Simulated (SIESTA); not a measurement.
Runs of SIESTA 5.4.2 on BP. It takes space group F-43m (No. 216, cubic). The conventional cell has a = 4.538 Å, b = 4.538 Å, c = 4.538 Å, α = 90.00°, β = 90.00°, γ = 90.00°. P (site symmetry -43m) has 4 B at 1.97 Å as nearest neighbours. B (site symmetry -43m) has 4 P at 1.97 Å as nearest neighbours. 

| task | level | potentials or basis | gap on the mesh (eV) | pressure (GPa) | V0 of scaled cells (Å³/atom) | B0 (GPa) |
| --- | --- | --- | --- | --- | --- | --- |
| band structure | PBE | PseudoDojo 0.4 standard (PBE files), DZ (energy shift 0.002 Ry) | 2.24 | 11.6 | - | - |
| band structure | LDA-PZ | PseudoDojo 0.4 standard (LDA files), DZP (energy shift 0.002 Ry) | 1.23 | -2.0 | - | - |
| band structure | vdW-DF2 | PseudoDojo 0.4 standard (PBE files), DZP (energy shift 0.002 Ry) | 1.69 | 11.9 | - | - |
| band structure | LDA | PseudoDojo 0.4 standard (LDA files), DZP (energy shift 0.002 Ry) | 1.24 | (a) | - | - |
| equation of state | PBE | PseudoDojo 0.4 standard (PBE files), DZP (energy shift 0.002 Ry) | - | - | 12.00 | 158 |
| band structure | WC | PseudoDojo 0.4 standard (PBEsol files), DZP (energy shift 0.002 Ry) | 1.20 | 2.0 | - | - |
| single point | PBE | PseudoDojo 0.4 standard (PBE files), DZP (energy shift 0.002 Ry) | 1.29 | 4.4 | - | - |
| equation of state | PBE | SG15 1.2 NC or PseudoDojo by element (PBE files), DZP (energy shift 0.002 Ry) | - | - | 11.95 | (b) |

Alike in all rows: no spin polarisation; cell as given; k mesh 10 × 10 × 10; smearing fermi-dirac 0.05 eV; grid cutoff 500 Ry; energy shift 0.002 Ry.

Q: Fill in the values left out.

A: (a) -2.2; (b) 154.

Caveats: the basis of atomic orbitals isn't converged, which shifts pressures, moduli and gaps; the potentials were made for another functional, which shifts forces and pressure (some runs); the basis has no polarisation orbitals (some runs).

A k mesh can miss the band edges.

Not every run made on this cell is shown here.
